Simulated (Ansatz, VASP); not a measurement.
One calculation of Mg, two programs

The input INCAR:

```
PREC     = Accurate       # precision mode
ENCUT    = 600            # plane-wave cutoff, eV
EDIFF    = 1E-7           # SCF threshold, eV
ISMEAR   = 0              # smearing method
SIGMA    = 0.05           # smearing width, eV
LREAL    = F              # projectors in reciprocal space
LASPH    = T              # aspherical terms in the spheres
NELM     = 80             # most SCF steps
ALGO     = Fast           # electronic algorithm
ISIF     = 4              # what is computed and relaxed
LWAVE    = F              # write WAVECAR
LCHARG   = F              # write CHGCAR
GGA      = PS             # functional
IBRION   = 2              # ionic algorithm
NSW      = 60             # ionic steps
EDIFFG   = -0.01          # ionic threshold
```

KPOINTS

```
regular mesh
0
Gamma
  18 18 10
```

POSCAR

```
Mg
1.0
    2.9508128864      0.0000000000      0.0000000000
   -1.4754064432      2.5554789214      0.0000000000
    0.0000000000      0.0000000000      4.7764532786
Mg
2
Direct
    0.3333333333      0.6666666667      0.2500000000
    0.6666666667      0.3333333333      0.7500000000
```

Input for Ansatz:

```yaml
crystal:
  lattice:
    - [2.9508128864, 0.0, 0.0]
    - [-1.4754064432, 2.5554789214, 0.0]
    - [0.0, 0.0, 4.7764532786]
  atoms:
    - { symbol: Mg, position: [0.3333333333, 0.6666666667, 0.25] }
    - { symbol: Mg, position: [0.6666666667, 0.3333333333, 0.75] }
basis:
  ecutwfc: 420
  ecutrho_ratio: 4
kpoints:
  mp_grid: { grid: [18, 18, 10] }
hamiltonian:
  xc: pbesol
scf:
  occupations: { method: gaussian, width: 0.05 }
output:
  forces: true
  stress: true
  eigenvalues: true
relax:
  f_tol: 0.01
  max_steps: 40
  cell: { stress_tol: 0.1, fix: [volume] }
```

Alike in both runs: task relaxation of shape and atoms at fixed volume; functional PBEsol; k mesh 18 × 18 × 10; occupations gaussian, width 0.05 eV; no spin polarisation.

```csv
,VASP,Ansatz
version,VASP 6.6.1,Ansatz 0.2.0
potentials or method,"VASP PAW PBE potentials, release 64 (Mg)","scalar-relativistic, plane waves, PAW"
plane-wave cutoff (eV),600,420
valence electrons in the cell,4,20
```

|  | VASP | Ansatz | Ansatz less VASP |
| --- | --- | --- | --- |
| gap on the k mesh at the Fermi level, each at its own relaxed structure (eV) | none | none | - |
| relaxed volume (Å³/atom) | 18.01 | 18.01 | 0.000 |
| relaxed cell length with the largest relative difference (Å) | 4.774 | 4.776 | +0.0027 |

A gap of «none» marks a metal or a gap that the smearing closes. The two sets of potentials don't hold the same shells in valence.

Caveats: the PAW data sets were made with another functional, which shifts forces and pressure a little (VASP).
